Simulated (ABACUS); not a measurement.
# Si2W: single point with PBE

The system is Si2W.

```
W Si
1.0
    -1.60690    1.60690    3.91495
     1.60690   -1.60690    3.91495
     1.60690    1.60690   -3.91495
W Si
1 2
Direct
  0.00000 0.00000 0.00000
  0.66530 0.66530 0.00000
  0.33470 0.33470 0.00000
```

```
Program             : ABACUS 3.10.1
Task                : single point
Functional          : PBE
Potentials or basis : SG15 ONCV 1.2 PBE
Cutoff              : 1007 eV
Density cutoff      : 4027 eV
Basis               : plane waves
k mesh              : 12 × 12 × 12
Occupations         : fermi-dirac, width 0.05 eV
Spin                : no spin polarisation
```

* Pressure: 4.0 GPa
* Largest force: 0.096 eV/Å
* Band gap on the k mesh: none (metal or under the smearing width)

Forces in eV/Å, atoms in the order of the input:
```
W    0.000  0.000  0.000
Si   0.000  0.000  0.096
Si   0.000  0.000 -0.096
```

Stress tensor (GPa, compression positive):
```
3.68 0.00 0.00
0.00 3.68 0.00
0.00 0.00 4.55
```

Levels at points of the mesh, in eV from the Fermi level:
```tsv
k point	band 16	band 17	band 18	band 19	band 20	band 21
(0.00, 0.00, 0.00)	-2.84	-2.84	0.60	2.71	2.88	3.05
(0.50, 0.00, 0.50)	-2.80	-2.79	-0.45	2.63	2.78	3.91
(0.50, 0.50, 0.00)	-5.02	-3.26	-1.79	2.77	2.88	3.07
(0.50, 0.50, 0.50)	-0.84	-0.84	-0.51	-0.51	0.78	4.49
```

Run time: 99 s on 4 MPI ranks on Intel(R) Xeon(R) Platinum 8259CL CPU @ 2.50GHz (Skylake/Cascade Lake), with other jobs on the host, peak memory 0.44 GiB a rank.

Spin-orbit coupling is left out, which matters for the levels of W.
